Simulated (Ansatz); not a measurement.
# Levels of theory for HgS (F-43m)

All numbers come from the plane-wave code Ansatz. Calculated for a static, non-magnetic cell.

The cell is a 2-atom cell of HgS started from a crystallographic database; cell and atoms were relaxed with r2SCAN. The symmetry is F-43m (No. 216, cubic); a = 5.930 Å in the conventional setting, 26.07 Å³ an atom. Hg is surrounded by 4 S at 2.57 Å; S is surrounded by 4 Hg at 2.57 Å.

```
Hg S
1.0
     0.00000    2.96519    2.96519
     2.96519    0.00000    2.96519
     2.96519    2.96519    0.00000
Hg S
1 1
Cartesian
  0.0000 0.0000 0.0000
  1.4826 1.4826 1.4826
```

Gaps on the r2SCAN cell, each the least over its mesh and the special points:
```json
{"level": "LDA", "k mesh": "8×8×8", "gap (eV)": "0", "kind": "–", "edges": "–", "least direct gap (eV)": "–", "rough cost": "3 core-seconds"}
{"level": "PBE", "k mesh": "8×8×8", "gap (eV)": "0", "kind": "–", "edges": "–", "least direct gap (eV)": "–", "rough cost": "5 core-seconds"}
{"level": "PBE+SOC", "k mesh": "8×8×8", "gap (eV)": "0.10", "kind": "direct", "edges": "Γ", "least direct gap (eV)": "0.10", "rough cost": "15 core-seconds"}
{"level": "r2SCAN", "k mesh": "8×8×8", "gap (eV)": "0", "kind": "–", "edges": "–", "least direct gap (eV)": "–", "rough cost": "7 core-seconds"}
{"level": "HSE06", "k mesh": "6×6×6", "gap (eV)": "0.36", "kind": "direct", "edges": "Γ", "least direct gap (eV)": "0.36", "rough cost": "100 core-seconds"}
{"level": "HSE06+SOC", "k mesh": "4×4×4", "gap (eV)": "0.35", "kind": "direct", "edges": "Γ", "least direct gap (eV)": "0.35", "rough cost": "2.4 core-minutes"}
```
All runs use a smearing of 0.02 eV.
Wave cutoffs: 420 eV, 500 eV (r2SCAN). Gaps under 0.1 eV (PBE+SOC) can't be told from a closed one: the bands may be in normal order or already inverted, which a gap's size doesn't show.
Costs come from shared machines and give only the order; PBE's includes the band path. The runs had 2 threads of Arm Neoverse V1, with other jobs on the host.

HSE06 gives a direct gap of 0.36 eV at Γ. The PBE+SOC gap is direct at Γ: 0.10 eV. With so small a gap spin-orbit coupling can invert the bands, which the size of the gap doesn't show: the edges may have crossed and parted again.

The levels disagree on the kind of gap: direct with PBE+SOC, HSE06, HSE06+SOC; zero gap with LDA, PBE, r2SCAN.

Only the levels marked +SOC include spin-orbit coupling.

The meshes of the hybrids are coarse, so their gaps aren't converged to the digits shown.
